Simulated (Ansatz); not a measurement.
## PbO2: changing the pressure

The cell as given:

The structure is cubic, space group Fm-3m (No. 225). The conventional cell has a = 5.404 Å, b = 5.404 Å, c = 5.404 Å, α = 90.00°, β = 90.00°, γ = 90.00°. Pb (site symmetry m-3m) is surrounded by 8 O at 2.34 Å. Around O (site symmetry -43m) lie 4 Pb at 2.34 Å.

The cell comes from a database or a generator and needn't be the stable form of this composition.

Kept alike: task relaxation of cell and atoms; functional PBEsol; k mesh 9 × 9 × 9; occupations fermi-dirac, width 0.05 eV; no spin polarisation. Program: Ansatz, all-electron LAPW, scalar-relativistic. The mesh is that of the run's cell of 3 atoms. No spin-orbit coupling.

```csv
"pressure, P (GPa)",volume (Å³/atom)
0,12.627
5,12.251
10,11.926
20,11.389
```

The relaxations keep at least the cell's symmetry (Fm-3m). Runs of this series that gave no sound value for these columns are left out. The runs follow the start's structure, whether or not it is the stable one at these pressures. P is the pressure aimed at, which the runs meet within some hundredths to tenths of a GPa.

The volume falls from 12.627 to 11.389 Å³/atom between 0 and 20 GPa. The volume falls ever more slowly, since the solid stiffens under load. At the pressures aimed at, which the runs meet within some tenths of a GPa, the step from 0 to 5 GPa gives a mean bulk modulus near 165 GPa, the last step 217 GPa.
